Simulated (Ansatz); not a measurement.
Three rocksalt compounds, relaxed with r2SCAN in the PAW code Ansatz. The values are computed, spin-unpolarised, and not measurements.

```csv
compound,a (Å)
BaS,6.424
PbS,5.974
KCl,6.290
```

Question: What is the misfit strain of a coherent BaS film on KCl?

Answer: ε∥ = (a_sub − a_film)/a_film = (6.290 − 6.424)/6.424 = -2.09 %: the film is in compression in the plane. At this size it stays coherent only while very thin.

Question: By Vegard's law, which share x of PbS in (BaS)₁₋ₓ(PbS)ₓ matches the substrate?

Answer: (1 − x) × 6.424 + x × 5.974 = 6.290 gives x = (6.290 − 6.424)/(5.974 − 6.424) = 0.298.
